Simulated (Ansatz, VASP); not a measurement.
**Cross-check of KF (Carobbiite) between VASP and Ansatz**

Wanted: the spread between two codes on one cell, functional and k mesh.

Main program and level: Ansatz 0.2.0; plane waves, with VASP 6.6.1 beside it; single point at PBEsol.

## (1) Starting point

The structure is cubic, space group Fm-3m (No. 225). Conventional cell: a = 5.344 Å, b = 5.344 Å, c = 5.344 Å, α = 90.00°, β = 90.00°, γ = 90.00°. K has 6 F at 2.67 Å nearest. F has 6 K at 2.67 Å nearest. Farther neighbours and most contacts between anions are not listed.

## (2) VASP: single point, PBEsol

A single point gives forces, pressure and levels at one fixed geometry, so differences don't come from the geometry; what else differs is listed under the comparison.

Lines of VASP's logs that name or quote its potential files are left out, and so is its time.

INCAR reads:

```
SYSTEM = KF
PREC = Accurate
ENCUT = 520
EDIFF = 1E-05
NELM = 100
ISMEAR = 0
SIGMA = 0.05
LREAL = .FALSE.
ALGO = Normal
GGA = PS
NBANDS = 14
LORBIT = 11
LWAVE = .FALSE.
LCHARG = .FALSE.
KPAR = 4
```

POSCAR reads:

```
KF
1.0
    0.0000000000      2.6718500000      2.6718500000
    2.6718500000      0.0000000000      2.6718500000
    2.6718500000      2.6718500000      0.0000000000
K F
1 1
Direct
    0.0000000000      0.0000000000      0.0000000000
    0.5000000000      0.5000000000      0.5000000000
```

KPOINTS reads:

```
Automatic mesh
0
Gamma
8 8 8
0 0 0
```

PAW data sets: K_sv and F (PBE family, release 64).

On the command line:

```
mpirun -np 4 vasp_std
```

Numbers of over 12 decimals in the logs are rounded to 6 here.

Output:

```text
[banner, memory and clock lines left out]
running    4 mpi-ranks, on    1 nodes
 distrk:  each k-point on    1 cores,    4 groups
 distr:  one band on    1 cores,    1 groups

 POSCAR found type information on POSCAR K F
 POSCAR found :  2 types and       2 ions
|                                                                             |
|               ----> ADVICE to this user running VASP <----                  |
|                                                                             |
|     You enforced a specific xc type in the INCAR file but a different       |
|     [... a line on the potential file left out ...]
|     I HOPE YOU KNOW WHAT YOU ARE DOING!                                     |
|                                                                             |

 LDA part: xc-table for (Slater+PW92), standard interpolation
 POSCAR, INCAR and KPOINTS ok, starting setup
 FFT: planning ... GRIDC
 FFT: planning ... GRID_SOFT
 FFT: planning ... GRID
 WAVECAR not read
 entering main loop
       N       E                     dE             d eps       ncg     rms          rms(c)
DAV:   1     0.109938753818E+03    0.10994E+03   -0.81966E+03   812   0.111E+03
DAV:   2    -0.465438887719E+01   -0.11459E+03   -0.10488E+03  1062   0.294E+02
DAV:   3    -0.949417551191E+01   -0.48398E+01   -0.48127E+01  1016   0.538E+01
DAV:   4    -0.964345579076E+01   -0.14928E+00   -0.14925E+00  1098   0.840E+00
DAV:   5    -0.964574507261E+01   -0.22893E-02   -0.22891E-02  1064   0.961E-01    0.588E+00
DAV:   6    -0.855914307024E+01    0.10866E+01   -0.31844E+00   884   0.150E+01    0.401E+00
DAV:   7    -0.852452946304E+01    0.34614E-01   -0.80193E-02   982   0.244E+00    0.232E+00
DAV:   8    -0.851752719594E+01    0.70023E-02   -0.52977E-02   938   0.238E+00    0.219E-01
DAV:   9    -0.851905786357E+01   -0.15307E-02   -0.54204E-03   982   0.618E-01    0.120E-01
DAV:  10    -0.851937925113E+01   -0.32139E-03   -0.49787E-04  1016   0.197E-01    0.747E-02
DAV:  11    -0.851961057873E+01   -0.23133E-03   -0.23853E-04   848   0.113E-01    0.160E-02
DAV:  12    -0.851960523416E+01    0.53446E-05   -0.15998E-05   988   0.368E-02
   1 F= -.85196052E+01 E0= -.85196052E+01  d E =-.537000E-14
```

OUTCAR, selected parts (step 2):

```text
ion  position               nearest neighbor table
   1  0.000  0.000  0.000-   2 2.67   2 2.67   2 2.67   2 2.67   2 2.67   2 2.67
   2  0.500  0.500  0.500-   1 2.67   1 2.67   1 2.67   1 2.67   1 2.67   1 2.67

  LATTYP: Found a face centered cubic cell.
 ALAT       =     5.3437000000

 Subroutine GETGRP returns: Found 48 space group operations
 (whereof 48 operations were pure point group operations)

The static configuration has the point symmetry O_h .

 Found     29 irreducible k-points:

   k-points           NKPTS =     29   k-points in BZ     NKDIM =     29   number of bands    NBANDS=     14

   dimension x,y,z NGX =    28 NGY =   28 NGZ =   28
   dimension x,y,z NGXF=    56 NGYF=   56 NGZF=   56

   ENCUT  =  520.0 eV  38.22 Ry    6.18 a.u.   7.03  7.03  7.03*2*pi/ulx,y,z

   NELECT =      16.0000    total number of electrons

 k-points in reciprocal lattice and weights: Automatic mesh
   0.00000000  0.00000000  0.00000000       0.002
   0.12500000  0.00000000  0.00000000       0.016
   0.25000000  0.00000000  0.00000000       0.016
   0.37500000  0.00000000  0.00000000       0.016
   0.50000000  0.00000000  0.00000000       0.008
   0.12500000  0.12500000  0.00000000       0.012
   0.25000000  0.12500000  0.00000000       0.047
   0.37500000  0.12500000  0.00000000       0.047
   0.50000000  0.12500000  0.00000000       0.047
[...]
-0.37500000  0.50000000  0.12500000       0.023
  -0.25000000  0.50000000  0.25000000       0.012

 average (electrostatic) potential at core
       1 -35.9437       2 -77.8578

 E-fermi :  -2.6622

 k-point     1 :       0.0000    0.0000    0.0000
  band No.  band energies     occupation
    ...
      4     -12.1838      2.00000
      5     -12.1838      2.00000
      6      -2.9083      2.00000
      7      -2.9083      2.00000
      8      -2.9083      2.00000
      9       3.1203      0.00000
     10       7.7270      0.00000
     11       7.7270      0.00000
     12       7.7270      0.00000
     13       9.4013      0.00000
    ...

 k-point     2 :       0.1250    0.0000    0.0000
  band No.  band energies     occupation
    ...
      4     -12.1894      2.00000
      5     -12.1894      2.00000
      6      -3.0529      2.00000
      7      -2.9623      2.00000
      8      -2.9623      2.00000
      9       3.5571      0.00000
     10       7.4640      0.00000
     11       7.9396      0.00000
     12       7.9396      0.00000
     13       9.5478      0.00000
    ...

 k-point     3 :       0.2500    0.0000    0.0000
  band No.  band energies     occupation
    ...
      4     -12.2027      2.00000
      5     -12.2027      2.00000
      6      -3.3581      2.00000
      7      -3.0896      2.00000
      8      -3.0896      2.00000
      9       4.6431      0.00000
     10       7.0997      0.00000
     11       8.4662      0.00000
     12       8.4662      0.00000
     13      10.0038      0.00000
    ...

  Total       -0.1458253     -0.1458253     -0.1458253      0.0000000      0.0000000      0.0000000
  in kB       -6.1245911     -6.1245911     -6.1245911      0.0000000      0.0000000      0.0000000
  external PRESSURE =      -6.1245911 kB  Pullay stress =       0.0000000 kB

  energy-cutoff  :      520.00
  volume of cell :       38.15
      direct lattice vectors                 reciprocal lattice vectors
     0.000000000  2.671850000  2.671850000    -0.187136254  0.187136254  0.187136254
     2.671850000  0.000000000  2.671850000     0.187136254 -0.187136254  0.187136254
     2.671850000  2.671850000  0.000000000     0.187136254  0.187136254 -0.187136254

 POSITION                                       TOTAL-FORCE (eV/Angst)
 -----------------------------------------------------------------------------------
      0.00000      0.00000      0.00000        -0.000000      0.000000      0.000000
      2.67185      2.67185      2.67185         0.000000     -0.000000     -0.000000
 -----------------------------------------------------------------------------------
    total drift:                                0.000000      0.000000      0.000000

  FREE ENERGIE OF THE ION-ELECTRON SYSTEM (eV)
  ---------------------------------------------------
  free  energy   TOTEN  =        -8.5196052342 eV

  energy  without entropy=       -8.5196052342  energy(sigma->0) =       -8.51960523

 total charge
# of ion       s       p       d       tot
------------------------------------------
    1        1.957   5.578   0.033   7.568
    2        1.728   4.339   0.000   6.067
--------------------------------------------------
tot          3.685   9.917   0.033  13.635

[... 3 further parts left out ...]
```

The run ends at a pressure of -0.61 GPa.

## (3) Ansatz: single point, PBEsol

Ansatz runs on its default PAW (the set named soft_2) files.

The same cell, functional, mesh and smearing now go to Ansatz, which takes its cutoff from its data sets.

input.yaml reads:

```yaml
crystal:
  lattice:
    - [0.0, 2.67185, 2.67185]
    - [2.67185, 0.0, 2.67185]
    - [2.67185, 2.67185, 0.0]
  atoms:
    - { symbol: K, position: [0.0, 0.0, 0.0] }
    - { symbol: F, position: [0.5, 0.5, 0.5] }
hamiltonian:
  xc: pbesol
  pseudopotentials: { kind: paw }
kpoints:
  mp_grid: { grid: [8, 8, 8] }
scf:
  occupations: { method: gaussian, width: 0.05 }
  n_extra_bands: 4
output:
  forces: true
  stress: true
  eigenvalues: true
```

On the command line:

```
ansatz run input.yaml --threads 2 --pin off --max-ram 4608MiB --backend cpu --events-out ev --progress --plain --runs-dir out
```

Output:

```text
scf.n_extra_bands = 4 over 8 filled bands (N_el = 16.0): the run solves 12 bands
Engine: ansatz 0.2.0, aarch64-unknown-linux-gnu
Pseudopotentials: kind: paw
Pseudopotential: K, paw, valence charge 9, recommended cutoff 420 eV (normal), K.paw.azcp
Pseudopotential: F, paw, valence charge 7, recommended cutoff 420 eV (normal), F.paw.azcp
Functional definition: PBEsol
  exchange = pbesol_x
  correlation = pbesol_c
Crystal: 2 atoms, lattice volume = 38.148 Å³
Basis set: ecut = 420 eV, 725 PW (Γ), exchange–correlation on 54×54×54 points (8 copies of the dense FFT grid, shifted against one another)
Bands: 12, of which v1, the nominal top of the filled ones, is band 8 counted from 1 (7 counted from 0)
Symmetry: 48 space group operations
Space group: Fm-3m (ITA 225), of the structure as read, at distance tolerance 3.4e-5 Å
k-points: 29 of 512
Non-local potential: K, projectors of the file, l = 0: 3, l = 1: 2, l = 2: 2
Non-local potential: F, projectors of the file, l = 0: 2, l = 1: 2, l = 2: 1
PAW form: soft (Blöchl's): semilocal exchange-correlation on the pseudo side does not see the compensation charge
PAW frozen core: K, regenerated for the run's functional, and the local potential with it (the file was generated under x = pbe(κ = 0.804, μ = 0.219515), c = pbe(β = 0.066725))
PAW frozen core: F, regenerated for the run's functional, and the local potential with it (the file was generated under x = pbe(κ = 0.804, μ = 0.219515), c = pbe(β = 0.066725))
PAW one-centre angular grid: K, 110 points (default); XC on 64 Gauss nodes
PAW one-centre angular grid: F, 110 points (default); XC on 64 Gauss nodes
Initial density: superposition of atomic densities (neutral atoms: chi_scale 0, normalization atom), corrected by the library's trained network
Initial wavefunctions: pseudopotential atomic-orbital guess
Functional: x = pbesol(κ = 0.804, μ = 0.123457), c = pbesol(β = 0.046)
SCF iter   1: F=—  HF=-2319.111952 eV  |F-HF|=—  |Δ(HF+E_count)|=         —  Δρ=9.79e-3  dr2=2.40e-2  ethr=1.77e-3  ⟨swp⟩=5.8  Hψ=2211  notcnv=0
preconditioner: auto → none  [insulator: Δε(μ)=5.884 eV  Ē_g=17.390 eV  σ=0.050 eV  W_gap=1.00  n_scr=14 (ndim 8)  ℏωp=22.5 eV  f_vac=0.122  D(μ)=0.00/eV (n_scr^D=0)  ε∞_Penn≈2.7]
SCF iter   2: F=—  HF=-2319.105912 eV  |F-HF|=—  |Δ(HF+E_count)|=   6.04e-3  Δρ=5.30e-3  dr2=6.39e-3  ethr=1.50e-4  ⟨swp⟩=2.0  Hψ=894  notcnv=0
SCF iter   3: F=—  HF=-2319.104128 eV  |F-HF|=—  |Δ(HF+E_count)|=   1.78e-3  Δρ=7.72e-4  dr2=1.37e-4  ethr=3.99e-5  ⟨swp⟩=2.0  Hψ=621  notcnv=0
SCF iter   4: F=—  HF=-2319.104138 eV  |F-HF|=—  |Δ(HF+E_count)|=   9.71e-6  Δρ=2.41e-4  dr2=6.37e-6  ethr=8.56e-7  ⟨swp⟩=3.0  Hψ=552  notcnv=0
SCF iter   5: F=—  HF=-2319.104144 eV  |F-HF|=—  |Δ(HF+E_count)|=   6.26e-6  Δρ=4.45e-5  dr2=5.64e-7  ethr=3.98e-8  ⟨swp⟩=2.0  Hψ=550  notcnv=0
SCF iter   6: F=-2319.104144 eV  HF=-2319.104144 eV  |F-HF|=9.80e-9  |Δ(HF+E_count)|=   1.33e-7  Δρ=3.94e-6  dr2=4.83e-9  ethr=6.25e-10  ⟨swp⟩=5.1  Hψ=1584  notcnv=0
SCF 1 converged in 6 iterations: F = -2319.104144 eV  dr2 = 4.83e-9
  greatest PAW one-centre occupation: 0.987 electrons in one spin orbital (limit 2), on the K atom at site 0 (counted from 0), in its partial waves of l = 0
SCF converged after 6 iterations
Free energy (F): -2319.104144 eV
Harris-Foulkes:  -2319.104144 eV  (|F-HF|=9.80e-9)
Internal energy: -2319.104144 eV  (E = F + TS)
E sigma→0 (E₀):  -2319.104144 eV
Fermi energy:    4.381175 eV
--- Per-component energies (eV) ---
  E_band       = -125.665682
  E_kinetic    = 461.013282
  E_local      = -1109.506201  (includes V_loc(G=0)·N_el)
  E_nonlocal   = 87.207289
  E_hartree    = 398.498543
  E_xc         = -213.180813
  E_vxc        = -266.468794  (∫ρ·V_xc dr)
  E_paw        = -955.226668  (= ΣΔE_a)
  E_vpaw       = -94.912406  (= ΣTr[D̂ρ^β])
  E_aug_tail   = 0.002035  (compensation charges beyond the density's cutoff)
  E_ewald      = -988.061939
  E_core_change = 0.150328  (= ΣΔE_core)
  E_smearing   = -0.000000  (= −TS)
  E_closure    = -0.000000  (closes the sum)
  Σ components = -2319.104144   (vs F -2319.104144, Δ=0.00e0)
--- Forces (eV/Å), atoms counted from 1 ---
  atom   1  K     -0.00000000    -0.00000000     0.00000000
  atom   2  F      0.00000000    -0.00000000    -0.00000000
  max |Σ_I F_I| component: 4.04e-29 eV/Å
--- Stress (GPa, compression-positive) ---
       -0.660703       0.000000       0.000000
        0.000000      -0.660703       0.000000
        0.000000       0.000000      -0.660703
  P = ⅓ Tr σ = -0.6607 GPa (-6.607 kbar)
--- Band table (eV; the first three rows and the last of 29) ---
  k-point 0: bands = [... 4 lower, -7.9106, 1.3578, 1.3578, 1.3578, 7.4041, 11.9910, 11.9910, 11.9910]
  k-point 1: bands = [... 4 lower, -7.9161, 1.2135, 1.3036, 1.3036, 7.8400, 11.7310, 12.1995, 12.1995]
  k-point 2: bands = [... 4 lower, -7.9294, 0.9096, 1.1758, 1.1758, 8.9239, 11.3702, 12.7146, 12.7146]
  k-point 28: bands = [... 4 lower, -7.9995, 0.9447, 1.1936, 1.1936, 10.9980, 10.9980, 12.4971, 14.6603]
```

Elapsed: 0.65 s, on 2 threads of Arm Neoverse V1, shared host; peak memory 0.27 GiB; 1.1 s of CPU time.

The run ends at a pressure of -0.66 GPa.

## (4) Differences

Known differences besides the potentials themselves: the cutoff is 420 eV in Ansatz and 520 eV in VASP; Ansatz makes its cores anew for this functional, VASP keeps those of its PBE data sets; VASP leaves aspherical gradient terms in its spheres out (LASPH is not set), Ansatz keeps them. Total energies have different zeros and are not compared.

The two programs side by side:

| quantity | Ansatz | VASP | difference |
| --- | --- | --- | --- |
| pressure (GPa) | -0.66 | -0.61 | -0.05 |
| pressure without Ansatz's Pulay correction (GPa) | -0.99 | -0.61 | -0.38 |
| gap on the k mesh (eV) | 6.046 | 6.029 | +0.018 |

A gap on the mesh is an upper bound, since the band edges may lie between its points. Ansatz's pressure holds a Pulay correction of 0.33 GPa; VASP's holds none.

## (5) Outcome

* difference in gap on the k mesh (single point, PBEsol): 0.018 eV

What this shows: The difference in gap on the k mesh is 0.018 eV (single point, PBEsol), within the 0.08 eV picked in this series as the mark of a large difference. Such differences can come from data sets, numerical settings and the points named under the comparisons, not from the functional's error against experiment.

[Lines on the potential files, build, host, timing and source positions are cut from VASP's logs without a mark.]

[Logs are printed without paths, hosts, clocks, repeated set-up lines and the standing remarks that a program may print on its own settings, such as how far it seeks lower states.]

[Hosts, paths, dates, database ids (printed as entryN), source tags and the programs' standing remarks are cut or masked in the printed files.]
